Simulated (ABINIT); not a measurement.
# In (Im-3m) in ABINIT: a run that goes wrong, beside a sound one

A flawed run on In and a sound one for comparison.

All numbers are computed with ABINIT 10.8.3 (patched build); they aren't measurements. Logs are shortened: lines on timing, memory, paths and dates and some standing lists are left out, and cuts for length are marked. The log counts tension as positive stress, the text compression.

## Step 1: The crystal as given

It takes space group Im-3m (No. 229, cubic). Conventional cell: a = 3.765 Å, b = 3.765 Å, c = 3.765 Å, α = 90.00°, β = 90.00°, γ = 90.00°. In (site symmetry m-3m) has 8 In at 3.26 Å as nearest neighbours.

This isn't the form of In at room conditions, which is tetragonal.

## Step 2: A run with an altered input

File run.abi:

```
pp_dirpath "./"
pseudos "In.GGA_PBE-JTH.xml"

acell 3*1.0 Angstrom
rprim
    -1.8825252400     1.8825252400     1.8825252400
     1.8825252400    -1.8825252400     1.8825252400
     1.8825252400     1.8825252400    -1.8825252400
ntypat 1
znucl 49
natom 1
typat 1
xred
     0.0000000000     0.0000000000     0.0000000000

ecut 5.0
pawecutdg 10.0
pawxcdev 0

kptopt 1
ngkpt 10 10 10
nshiftk 1
shiftk 0.0 0.0 0.0

ixc 11

nband 11
occopt 3
tsmear 0.05 eV

nstep 80
tolvrs 1.0e-9

iomode 3
prtwf 0
prtden 0
prteig 0
prtebands 0
enunit 2
```

Potentials or basis: JTH PAW PBE v2.0.

Started as:

```
abinit run.abi > log 2>&1
```

run.abo:

```text
.Version 10.8.3 of ABINIT
 Symmetries : space group Im -3 m (#229); Bravais cI (body-center cubic)
================================================================================
 Values of the parameters that define the memory need of the present run
     intxc =       0    ionmov =       0      iscf =      17    lmnmax =      18
     lnmax =       6     mgfft =      15  mpssoang =       3    mqgrid =    3001
     natom =       1  nloc_mem =       2    nspden =       1   nspinor =       1
    nsppol =       1      nsym =      48    n1xccc =       1    ntypat =       1
[... 245 lines left out ...]

 -outvars: echo values of variables after computation  --------
            acell      1.8897261259E+00  1.8897261259E+00  1.8897261259E+00 Bohr
           etotal     -5.2210764375E+01
            fcart     -0.0000000000E+00 -0.0000000000E+00 -0.0000000000E+00
            rprim     -1.8825252400E+00  1.8825252400E+00  1.8825252400E+00
                       1.8825252400E+00 -1.8825252400E+00  1.8825252400E+00
                       1.8825252400E+00  1.8825252400E+00 -1.8825252400E+00
           strten      7.9331431956E-02  7.9331431956E-02  7.9331431956E-02
                       0.0000000000E+00  0.0000000000E+00  0.0000000000E+00
 Calculation completed.
```

Run time: 4.4 s. Hardware: 1 thread of Intel Xeon 6975P-C (Granite Rapids), shared host; peak memory 0.07 GiB.

Self-consistency was reached. The fault, put in on purpose: cutoff far too low (ecut = 5; pawecutdg = 10). The program ran through all the same, so the numbers look like a result but aren't the crystal's properties.

## Step 3: Single point, PBE

File run.abi:

```
# Pseudopotentials
pp_dirpath "./"
pseudos "In.GGA_PBE-JTH.xml"

# Structure
acell 6.1616964885 6.1616964885 6.1616964885
rprim
    -0.5773502692     0.5773502692     0.5773502692
     0.5773502692    -0.5773502692     0.5773502692
     0.5773502692     0.5773502692    -0.5773502692
ntypat 1
znucl 49
natom 1
typat 1
xred
     0.0000000000     0.0000000000     0.0000000000

# Plane-wave basis
ecut 26.0
pawecutdg 48.0
pawxcdev 0

# k points
kptopt 1
ngkpt 10 10 10
nshiftk 1
shiftk 0.0 0.0 0.0

# Exchange and correlation
ixc 11

# Bands and occupations
nband 11
occopt 3
tsmear 0.00183747

# SCF cycle
nstep 100
tolvrs 1.0e-9

# Output
iomode 3
prtwf 0
prteig 0
prtebands 0
prtden 1
prtvha 1
prtvclmb 1
prtpot 1
```

Potentials or basis: JTH PAW PBE v2.0.

Started as:

```
abinit run.abi > log 2>&1
```

It took 10 s on 1 thread of Intel Xeon 6975P-C (Granite Rapids), shared host; peak memory 0.11 GiB.

Results (log left out):

| Quantity | Value |
| --- | --- |
| Free energy | -1579.3212 eV |
| Pressure | 1.0 GPa |
| Band gap on the k mesh | none (metal or under the smearing width) |
| Valence electrons inside the program's atomic spheres | In 11.11 (radii [1.3264] Å) |

Levels at points of the mesh, in eV from the Fermi level:
```
           k point  band 3  band 4  band 5  band 6  band 7  band 8  band 9  band 10
(0.00, 0.00, 0.00)  -14.60  -14.33  -14.33   -9.35   10.94   10.94   10.94    13.09
(0.50, 0.00, 0.00)  -14.35  -14.34  -14.17   -3.86   -3.05    5.89    7.33    10.09
(0.50, 0.50, 0.50)  -14.21  -14.21  -14.21    0.95    1.32    1.32    1.32     5.33
```
